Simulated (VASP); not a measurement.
InAs: single point with PBEsol

Crystal: InAs.

```xyz
2
Lattice="4.3045 0.0000 0.0000 -2.1522 3.7278 0.0000 2.1522 -1.2426 3.5146" Properties=species:S:1:pos:R:3 pbc="T T T"
In    0.0000    0.0000    0.0000
As    4.3045    0.0000    2.6360
```

The cell isn't the ideal one: bulk in the cell of the (1 1 1) plane.

```
Program             : VASP 6.6.1
Task                : single point
Functional          : PBEsol
Potentials or basis : VASP PAW PBE potentials, release 64 (In_d, As)
Cutoff              : 520 eV
k mesh              : 9 × 9 × 10
Occupations         : gaussian, width 0.1 eV
Spin                : no spin polarisation
```

- Pressure: 0.1 GPa
- Band gap on the k mesh: none (metal or under the smearing width)

Levels at points of the mesh, in eV from the Fermi level:
| k point | band 6 | band 7 | band 8 | band 9 | band 10 | band 11 | band 12 | band 13 |
| --- | --- | --- | --- | --- | --- | --- | --- | --- |
| (0.00, 0.00, 0.00) | -11.80 | -0.42 | -0.04 | -0.04 | -0.04 | 3.81 | 3.81 | 3.81 |
| (0.00, 0.00, 0.50) | -10.38 | -5.75 | -1.01 | -1.01 | 0.79 | 4.57 | 4.57 | 6.65 |

Run time: 2.5 min on 1 thread of Intel(R) Xeon(R) Platinum 8488C (Sapphire Rapids) (shared host), peak memory 0.48 GiB.

Caveat: the PAW data sets were made with another functional, which shifts forces and pressure a little.
